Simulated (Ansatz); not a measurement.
## Hf2CO2 MXene monolayer in a perpendicular field

What dipole does a perpendicular field induce in the Hf2CO2 MXene monolayer, and does the gap follow? A positive field points along +c.

Calculated with Ansatz 0.2.0; plane-wave DFT, PBE-D3(BJ), Ansatz PAW.

## Step 1: The starting structure

The cell holds 5 atoms: 2 O, 2 Hf and 1 C. Cell: a = 3.289 Å, b = 3.289 Å, c = 40.953 Å, α = 90.0°, β = 90.0°, γ = 120.0°. Vacuum lies along c.

## Step 2: Relaxation

The starting cell is a guess, so the in-plane lattice and the atoms are relaxed first, with the slab cut off from its images along the normal.

The input, input.yaml:

```yaml
crystal:
  lattice:
    - [3.289, 0.0, 0.0]
    - [-1.6445, 2.848357553, 0.0]
    - [0.0, 0.0, 40.9529467957]
  atoms:
    - { symbol: O, position: [0.3333333333, 0.6666666667, 0.4395288107] }
    - { symbol: Hf, position: [0.6666666667, 0.3333333333, 0.4683111504] }
    - { symbol: C, position: [0.0, 0.0, 0.5] }
    - { symbol: Hf, position: [0.3333333333, 0.6666666667, 0.5316888496] }
    - { symbol: O, position: [0.6666666667, 0.3333333333, 0.5604711893] }
  periodic: [true, true, false]
kpoints:
  mp_grid: { grid: [12, 12, 1] }
hamiltonian:
  xc: pbe
  dispersion: d3bj
scf:
  occupations: { method: fermi_dirac, width: 0.05 }
  convergence: { dr2_threshold: 1.0e-09 }
relax:
  f_tol: 0.004
  max_steps: 90
  cell: {}
output:
  write_potential: true
  write_density: true
  volumetric_format: npy
```

On the command line:

```bash
$ ansatz run input.yaml --threads 2 --pin off --max-ram 3072MiB --backend cpu --events-out ev --progress --plain --runs-dir out
```

Numbers of over 12 decimals in the logs are rounded to 6 here.

The log of the run:

```text
Warning: relax.cell: scf.convergence.dr2_threshold = 1e-9 eV is looser than the 2.23622978781e-10 eV advised for a relaxation that steers and ends on the stress (1e-10 eV for each atom of the cell: 5, times the square of relax.cell.stress_2d_tol = 0.05 N/m over 15.0 Å (the atoms' height at the walk's start and 5 Å past either face), 3.344e-2 GPa, over a crystal's default 0.05). What an SCF threshold leaves in a stress goes as its square root, and in the free energy as the threshold itself, and one threshold admits the most on a small cell: [figures from the program's tests cut] Set scf.convergence.dr2_threshold to 2.23622978781e-10 eV or tighter. [rest of the remark cut]
Engine: ansatz 0.2.0, aarch64-unknown-linux-gnu
Pseudopotentials: kind: paw
Pseudopotential: O, paw, valence charge 6, recommended cutoff 420 eV (normal), O.paw.azcp
Pseudopotential: Hf, paw, valence charge 26, recommended cutoff 420 eV (normal), Hf.paw.azcp
Pseudopotential: C, paw, valence charge 4, recommended cutoff 420 eV (normal), C.paw.azcp
Functional definition: PBE
  parameter kappa = 0.804
  parameter beta = 0.066725
  exchange = pbe_x(kappa = kappa, mu = beta*pi^2/3)
  correlation = pbe_c(beta = beta)
Crystal: 5 atoms, lattice volume = 383.657 Å³
Basis set: ecut = 420 eV, 7625 PW (Γ), exchange–correlation on 48×48×576 points (8 copies of the dense FFT grid, shifted against one another)
Bands: 41, of which v1, the nominal top of the filled ones, is band 34 counted from 1 (33 counted from 0)
Symmetry: 12 space group operations
Space group: P-3m1 (ITA 164), of the structure as read, at distance tolerance 7.3e-5 Å
k-points: 19 of 144
Non-local potential: O, projectors of the file, l = 0: 2, l = 1: 2, l = 2: 1
Non-local potential: Hf, projectors of the file, l = 0: 3, l = 1: 2, l = 2: 2, l = 3: 3
Non-local potential: C, projectors of the file, l = 0: 2, l = 1: 2, l = 2: 1
PAW form: soft (Blöchl's): semilocal exchange-correlation on the pseudo side does not see the compensation charge
PAW one-centre angular grid: O, 110 points (default); XC on 64 Gauss nodes
PAW one-centre angular grid: Hf, 590 points (default); XC on 64 Gauss nodes
PAW one-centre angular grid: C, 110 points (default); XC on 64 Gauss nodes
Initial density: superposition of atomic densities (neutral atoms: chi_scale 0, normalization atom), corrected by the library's trained network
Initial wavefunctions: pseudopotential atomic-orbital guess
Functional: x = pbe(κ = 0.804, μ = 0.219515), c = pbe(β = 0.066725)
SCF iter   1: F=—  HF=-32834.897999 eV  |F-HF|=—  |Δ(HF+E_count)|=         —  Δρ=2.38e-3  dr2=2.80e-2  ethr=1.77e-3  ⟨swp⟩=12.4  Hψ=4746  notcnv=0  defer=10
preconditioner: auto → Resta (q_TF=auto, 2.045 Å⁻¹)  ε∞=1.8  [insulator: Δε(μ)=0.844 eV  Ē_g=17.239 eV  σ=0.050 eV  W_gap=1.00  n_scr=26 (ndim 8)  ℏωp=15.2 eV  f_vac=0.814  D(μ)=0.00/eV (n_scr^D=0)  ε∞_Penn≈1.8  vacuum switching on, ρ_ref=2.2e-2 e/Å³]
SCF iter   2: F=—  HF=-32834.892630 eV  |F-HF|=—  |Δ(HF+E_count)|=   5.37e-3  Δρ=1.16e-3  dr2=6.28e-3  ethr=4.12e-5  ⟨swp⟩=3.7  Hψ=2136  notcnv=0  defer=28
SCF iter   3: F=—  HF=-32834.892297 eV  |F-HF|=—  |Δ(HF+E_count)|=   3.33e-4  Δρ=7.50e-4  dr2=3.54e-3  ethr=9.23e-6  ⟨swp⟩=3.1  Hψ=1677  notcnv=0  defer=28
SCF iter   4: F=—  HF=-32834.892041 eV  |F-HF|=—  |Δ(HF+E_count)|=   2.56e-4  Δρ=4.18e-4  dr2=8.39e-4  ethr=5.20e-6  ⟨swp⟩=2.8  Hψ=1450  notcnv=0  defer=28
SCF iter   5: F=—  HF=-32834.891963 eV  |F-HF|=—  |Δ(HF+E_count)|=   7.79e-5  Δρ=1.11e-4  dr2=3.10e-5  ethr=1.23e-6  ⟨swp⟩=3.2  Hψ=1450  notcnv=0  defer=28
SCF iter   6: F=—  HF=-32834.892052 eV  |F-HF|=—  |Δ(HF+E_count)|=   8.93e-5  Δρ=3.88e-5  dr2=4.55e-6  ethr=4.56e-8  ⟨swp⟩=3.4  Hψ=1868  notcnv=0  defer=28
SCF iter   7: F=—  HF=-32834.892045 eV  |F-HF|=—  |Δ(HF+E_count)|=   7.33e-6  Δρ=1.14e-5  dr2=3.32e-7  ethr=6.68e-9  ⟨swp⟩=3.2  Hψ=1777  notcnv=0  defer=28
SCF iter   8: F=—  HF=-32834.892045 eV  |F-HF|=—  |Δ(HF+E_count)|=   2.19e-7  Δρ=3.02e-6  dr2=1.98e-8  ethr=4.89e-10  ⟨swp⟩=3.5  Hψ=1761  notcnv=0  defer=28
SCF iter   9: F=-32834.892045 eV  HF=-32834.892045 eV  |F-HF|=4.42e-9  |Δ(HF+E_count)|=   6.59e-8  Δρ=5.77e-7  dr2=6.45e-10  ethr=1.47e-12  ⟨swp⟩=12.1  Hψ=9064  notcnv=0
SCF 1 converged in 9 iterations: F = -32834.892045 eV  dr2 = 6.45e-10
  greatest PAW one-centre occupation: 0.999 electrons in one spin orbital (limit 2), on the Hf atom at site 3 (counted from 0), in its partial waves of l = 0
relax step   1: F+E_penalty+E_count = -32834.89204524 eV  Δ(F+E_penalty+E_count) = +0.000e0 eV  max|allowed force component| = 4.495e0 eV/Å  Δτ_max = 0.0000 Å  P = -8.105 N/m  Ω = 383.657 Å³  fix = [c, alpha, beta]  reactions: c -0.000 N/m  (9 SCF iters, accepted)
Crystal: 5 atoms, lattice volume = 379.536 Å³
Basis set: ecut = 420 eV, 7553 PW (Γ), exchange–correlation on 48×48×576 points (8 copies of the dense FFT grid, shifted against one another)
Initial density: handed on by an earlier stage of this run
Initial wavefunctions: those handed on with the density
iter 1 solved again at ethr=1.93e-3 eV; its pass at ethr=3.10e-3 eV (dr2=1.31e0 eV) is discarded
SCF iter   1: F=—  HF=-32835.885283 eV  |F-HF|=—  |Δ(HF+E_count)|=         —  Δρ=1.42e-2  dr2=1.31e0  ethr=1.93e-3  ⟨swp⟩=1.8  Hψ=5496  notcnv=0
preconditioner: auto → Resta (q_TF=auto, 2.048 Å⁻¹)  ε∞=1.7  [insulator: Δε(μ)=0.951 eV  Ē_g=17.655 eV  σ=0.050 eV  W_gap=1.00  n_scr=26 (ndim 8)  ℏωp=15.2 eV  f_vac=0.811  D(μ)=0.00/eV (n_scr^D=0)  ε∞_Penn≈1.7  vacuum switching on, ρ_ref=2.3e-2 e/Å³]
SCF iter   2: F=—  HF=-32835.481868 eV  |F-HF|=—  |Δ(HF+E_count)|=   4.03e-1  Δρ=5.91e-3  dr2=1.17e-1  ethr=1.93e-3  ⟨swp⟩=4.4  Hψ=2107  notcnv=0  defer=7
SCF iter   3: F=—  HF=-32835.459342 eV  |F-HF|=—  |Δ(HF+E_count)|=   2.25e-2  Δρ=2.52e-3  dr2=3.39e-2  ethr=1.73e-4  ⟨swp⟩=4.4  Hψ=1838  notcnv=0  defer=21
SCF iter   4: F=—  HF=-32835.455949 eV  |F-HF|=—  |Δ(HF+E_count)|=   3.39e-3  Δρ=1.22e-3  dr2=5.77e-3  ethr=4.98e-5  ⟨swp⟩=3.0  Hψ=1498  notcnv=0  defer=23
SCF iter   5: F=—  HF=-32835.455929 eV  |F-HF|=—  |Δ(HF+E_count)|=   1.93e-5  Δρ=6.08e-4  dr2=9.56e-4  ethr=8.48e-6  ⟨swp⟩=2.9  Hψ=1613  notcnv=0  defer=25
SCF iter   6: F=—  HF=-32835.456046 eV  |F-HF|=—  |Δ(HF+E_count)|=   1.16e-4  Δρ=2.30e-4  dr2=1.39e-4  ethr=1.41e-6  ⟨swp⟩=3.2  Hψ=1621  notcnv=0  defer=24
SCF iter   7: F=—  HF=-32835.456077 eV  |F-HF|=—  |Δ(HF+E_count)|=   3.07e-5  Δρ=7.16e-5  dr2=1.16e-5  ethr=2.04e-7  ⟨swp⟩=2.9  Hψ=1757  notcnv=0  defer=24
SCF iter   8: F=—  HF=-32835.456098 eV  |F-HF|=—  |Δ(HF+E_count)|=   2.14e-5  Δρ=2.53e-5  dr2=1.27e-6  ethr=1.71e-8  ⟨swp⟩=3.2  Hψ=1808  notcnv=0  defer=24
[...]
SCF iter  11: F=-32835.764606 eV  HF=-32835.764606 eV  |F-HF|=2.04e-10  |Δ(HF+E_count)|=  2.69e-10  Δρ=1.76e-7  dr2=5.49e-11  ethr=1.05e-12  ⟨swp⟩=10.5  Hψ=6040  notcnv=0
SCF 3 converged in 11 iterations: F = -32835.764606 eV  dr2 = 5.49e-11
relax step   3: F+E_penalty+E_count = -32835.76460558 eV  Δ(F+E_penalty+E_count) = -3.085e-1 eV  max|allowed force component| = 2.584e-1 eV/Å  Δτ_max = 0.1429 Å  P = -4.456 N/m  Ω = 389.256 Å³  energy of the carried Pulay correction = -3.119e-3 eV  fix = [c, alpha, beta]  reactions: c -0.000 N/m  (11 SCF iters, accepted)
[...]
relax step   4: F+E_penalty+E_count = -32835.79884924 eV  Δ(F+E_penalty+E_count) = -3.424e-2 eV  max|allowed force component| = 6.882e-1 eV/Å  Δτ_max = 0.1359 Å  P = -0.396 N/m  Ω = 373.595 Å³  energy of the carried Pulay correction = +5.721e-3 eV  fix = [c, alpha, beta]  reactions: c -0.000 N/m  (10 SCF iters, accepted)
[...]
relax step   5: F+E_penalty+E_count = -32835.83661642 eV  Δ(F+E_penalty+E_count) = -3.777e-2 eV  max|allowed force component| = 6.847e-2 eV/Å  Δτ_max = 0.0600 Å  P = -0.071 N/m  Ω = 376.803 Å³  energy of the carried Pulay correction = +3.881e-3 eV  fix = [c, alpha, beta]  reactions: c -0.000 N/m  (9 SCF iters, accepted)
[...]
relax step   6: F+E_penalty+E_count = -32835.83681110 eV  Δ(F+E_penalty+E_count) = -1.947e-4 eV  max|allowed force component| = 1.310e-2 eV/Å  Δτ_max = 0.0074 Å  P = +0.006 N/m  Ω = 377.154 Å³  energy of the carried Pulay correction = +3.680e-3 eV  fix = [c, alpha, beta]  reactions: c +0.000 N/m  (8 SCF iters, accepted)
[...]
relax step   7: F+E_penalty+E_count = -32835.83683831 eV  Δ(F+E_penalty+E_count) = -2.721e-5 eV  max|allowed force component| = 9.528e-4 eV/Å  Δτ_max = 0.0005 Å  P = -0.001 N/m  Ω = 377.120 Å³  energy of the carried Pulay correction = +3.700e-3 eV  fix = [c, alpha, beta]  reactions: c -0.000 N/m  (5 SCF iters, accepted)
[...]
relax step   8: F+E_penalty+E_count = -32835.83364768 eV  Δ(F+E_penalty+E_count) = +3.191e-3 eV  max|allowed force component| = 1.743e-3 eV/Å  Δτ_max = 0.0000 Å  P = -0.074 N/m  Ω = 377.120 Å³  fix = [c, alpha, beta]  reactions: c -0.000 N/m  stress off target by 7.42e-2 N/m on what of the cell is left free  SCF on the basis re-selected at this cell (its energy is not comparable with the rows above)  (6 SCF iters)
[...]
relax step   9: F+E_penalty+E_count = -32835.83375100 eV  Δ(F+E_penalty+E_count) = -1.033e-4 eV  max|allowed force component| = 4.863e-4 eV/Å  Δτ_max = 0.0004 Å  P = +0.009 N/m  Ω = 376.952 Å³  energy of the carried Pulay correction = +9.479e-5 eV  fix = [c, alpha, beta]  reactions: c +0.000 N/m  (6 SCF iters, accepted)
iter 1 solved again at ethr=6.99e-8 eV; its pass at ethr=3.10e-3 eV (dr2=4.75e-5 eV) is discarded
SCF iter   1: F=—  HF=-32835.833615 eV  |F-HF|=—  |Δ(HF+E_count)|=         —  Δρ=2.22e-6  dr2=3.97e-9  ethr=6.99e-8  ⟨swp⟩=7.1  Hψ=9012  notcnv=0
eigensolver tolerance schedule: the retry pair's looser diagonalisation over-reported the residual by 11986.17 of it (diagonalisation noise at 0.37 of the residual, at the tolerance the schedule requests for it); recorded, not acted on — ethr = c·dr2/N_el stays at c = 1.0e-1
preconditioner: auto → Resta (q_TF=auto, 2.051 Å⁻¹)  ε∞=1.8  [insulator: Δε(μ)=0.969 eV  Ē_g=17.515 eV  σ=0.050 eV  W_gap=1.00  n_scr=26 (ndim 8)  ℏωp=15.3 eV  f_vac=0.819  D(μ)=0.00/eV (n_scr^D=0)  ε∞_Penn≈1.8  vacuum switching on, ρ_ref=2.2e-2 e/Å³]
SCF iter   2: F=—  HF=-32835.833623 eV  |F-HF|=—  |Δ(HF+E_count)|=   8.05e-6  Δρ=1.05e-6  dr2=1.37e-9  ethr=5.83e-12  ⟨swp⟩=6.8  Hψ=3759  notcnv=0
SCF iter   3: F=-32835.833623 eV  HF=-32835.833623 eV  |F-HF|=2.26e-10  |Δ(HF+E_count)|=  8.51e-10  Δρ=5.52e-7  dr2=3.32e-10  ethr=1.47e-12  ⟨swp⟩=21.5  Hψ=8446  notcnv=0
SCF 10 converged in 3 iterations: F = -32835.833623 eV  dr2 = 3.32e-10
relax step  10: F+E_penalty+E_count = -32835.83362314 eV  Δ(F+E_penalty+E_count) = +1.279e-4 eV  max|allowed force component| = 4.700e-4 eV/Å  Δτ_max = 0.0000 Å  P = +0.008 N/m  Ω = 376.952 Å³  fix = [c, alpha, beta]  reactions: c +0.000 N/m  stress off target by 7.56e-3 N/m on what of the cell is left free  SCF on the basis re-selected at this cell (its energy is not comparable with the rows above)  (3 SCF iters)
basis re-selected at this cell: Δ(F+E_penalty+E_count) = +1.279e-4 eV, ΔP = -0.001 N/m vs the last step (what re-selecting the basis moved, of the pressure what is left beyond the Pulay correction that the steps carried, after the strain that the cell walked since its last selection, with what the two solves' SCF thresholds leave and, on support functions, any second-order correction that the steps lacked; it is no m [...]
WARN: The output density's exchange-correlation potential varies sharply where the density is thin. Do not read a vacuum level from v_tot or v_xc, or from such a field of the output density. On a cell that repeats whose density bears no net charge and no dipole along the vacuum's axis use v_es (v_loc + v_h of the components); under efield.dipole_correction with no amplitude use v_es + v_field, which holds any externa [...]
SCF converged after 3 iterations
Free energy (F): -32835.833623 eV
Harris-Foulkes:  -32835.833623 eV  (|F-HF|=2.26e-10)
Internal energy: -32835.833620 eV  (E = F + TS)
E sigma→0 (E₀):  -32835.833622 eV
Entropy (-TS):   -0.000003 eV (-0.001 meV/atom)
Fermi energy:    -4.905711 eV
--- Per-component energies (eV) ---
  E_band       = -1461.889284
  E_kinetic    = 1282.420408
  E_local      = -392363.356858  (includes V_loc(G=0)·N_el)
  E_nonlocal   = -2363.998617
  E_hartree    = 194997.252512
  E_xc         = -796.234811
  E_vxc        = -780.965715  (∫ρ·V_xc dr)
  E_paw        = -14270.040998  (= ΣΔE_a)
  E_vpaw       = 2769.505638  (= ΣTr[D̂ρ^β])
  E_aug_tail   = 0.004901  (compensation charges beyond the density's cutoff)
  E_ewald      = 180679.047426
  E_disp       = -0.927583  (pairwise vdW)
  E_smearing   = -0.000003  (= −TS)
  E_closure    = 0.000000  (closes the sum)
  Σ components = -32835.833623   (vs F -32835.833623, Δ=0.00e0)
--- Forces (eV/Å), atoms counted from 1 ---
  atom   1  O     -0.00000000     0.00000000    -0.00047000
  atom   2  Hf     0.00000000     0.00000000     0.00018096
  atom   3  C      0.00000000    -0.00000000     0.00000000
  atom   4  Hf     0.00000000    -0.00000000    -0.00018096
  atom   5  O      0.00000000    -0.00000000     0.00047000
  max |Σ_I F_I| component: 3.70e-17 eV/Å
--- 2D stress c σ (N/m, compression-positive) ---
        0.007561       0.000000       0.000000
        0.000000       0.007561       0.000000
        0.000000       0.000000       0.000000
  P = ½ c Tr σ = 0.0076 N/m
--- Band table (eV; the first three rows and the last of 19) ---
  k-point 0: bands = [... 30 lower, -9.6389, -6.7614, -5.3692, -5.3692, -3.1045, -3.1045, -2.7631, -1.4332, ... 3 higher]
  k-point 1: bands = [... 30 lower, -9.5111, -6.6056, -5.9622, -5.6244, -3.1753, -2.7863, -2.6158, -1.3776, ... 3 higher]
  k-point 2: bands = [... 30 lower, -9.2719, -7.0677, -6.3954, -6.0766, -3.5608, -2.2103, -2.1949, -1.3355, ... 3 higher]
  k-point 18: bands = [... 30 lower, -9.2500, -7.8586, -7.8152, -7.8152, -2.7662, -1.7629, -1.7629, -0.8398, ... 3 higher]
  the weakly bound empty levels are not read free of the cell's end (no_gap_told)
--- Relaxed structure (8 steps of the walk, 8 accepted, 2 SCFs on fresh bases) ---
  F+E_penalty+E_count = -32835.83362314 eV   max|allowed force component| = 4.700e-4 eV/Å   (the final SCF, on the basis selected at the relaxed cell)
  cell:  # Å, volume = 376.9524 Å³
    - [3.260133, 0.0, 0]
    - [-1.630067, 2.823358, 0]
    - [0, 0, 40.9529467957]
  atoms:
    - { symbol: O, position: [0.333333, 0.666667, 0.443470] }
    - { symbol: Hf, position: [0.666667, 0.333333, 0.466394] }
    - { symbol: C, position: [0, 0, 0.500000] }
    - { symbol: Hf, position: [0.333333, 0.666667, 0.533606] }
    - { symbol: O, position: [0.666667, 0.333333, 0.556530] }
```

The job ended after 85 s (2 threads of Arm Neoverse V2, shared host; peak memory 0.73 GiB; 2.8 min of CPU time).

Relaxation path:

| step | energy less that of the first step (eV) | largest force component (eV/Å) | volume (Å³) |
| --- | --- | --- | --- |
| 1 | 0.0000 | 4.4949 | 383.66 |
| 2 | -0.5641 | 3.3115 | 379.54 |
| 3 | -0.8726 | 0.2584 | 389.26 |
| 4 | -0.9068 | 0.6882 | 373.60 |
| 5 | -0.9446 | 0.0685 | 376.80 |
| 6 | -0.9448 | 0.0131 | 377.15 |
| 7 | -0.9448 | 0.0010 | 377.12 |
| 8* | -0.9416 | 0.0017 | 377.12 |
| 9 | -0.9417 | 0.0005 | 376.95 |
| 10* | -0.9416 | 0.0005 | 376.95 |

Relaxation steps marked * repeat the geometry before them on a plane-wave basis chosen anew for their cell, so energy and pressure can jump there.

The run keeps the 12 symmetry operations that it works with, so distortions that break them were not tested.

```csv
cell as run,before,after,change
a (Å),3.289,3.260,-0.9 %
b (Å),3.289,3.260,-0.9 %
```

The atoms that moved most (Å, along periodic axes as changes of fractional coordinates times the final cell, across vacuum about the mean position):

```csv
atom,dx,dy,dz,length
O5,0.000,0.000,-0.161,0.161
O1,0.000,0.000,0.161,0.161
Hf4,0.000,0.000,0.078,0.078
Hf2,0.000,0.000,-0.078,0.078
```

Final coordinates:

```xyz
5
Lattice="3.2601 0.0000 0.0000 -1.6301 2.8234 0.0000 0.0000 0.0000 40.9529" Properties=species:S:1:pos:R:3
O     0.0000    1.8822   18.1614
Hf    1.6301    0.9411   19.1002
C     0.0000    0.0000   20.4765
Hf    0.0000    1.8822   21.8527
O     1.6301    0.9411   22.7915
```

The lattice constant a goes from 3.289 to 3.260 Å.

(Continued in part 2 of 2.)

[Logs are printed without paths, hosts, clocks, repeated set-up lines and the standing remarks that a program may print on its own settings, such as how far it seeks lower states.]

[Hosts, paths, dates, database ids (printed as entryN), source tags and the programs' standing remarks are cut or masked in the printed files.]

[Maps of the electrostatic potential energy from Ansatz leave out the sawtooth potential of an applied field or a dipole correction, so their vacuum need not be flat; planar profiles and work functions include it.]
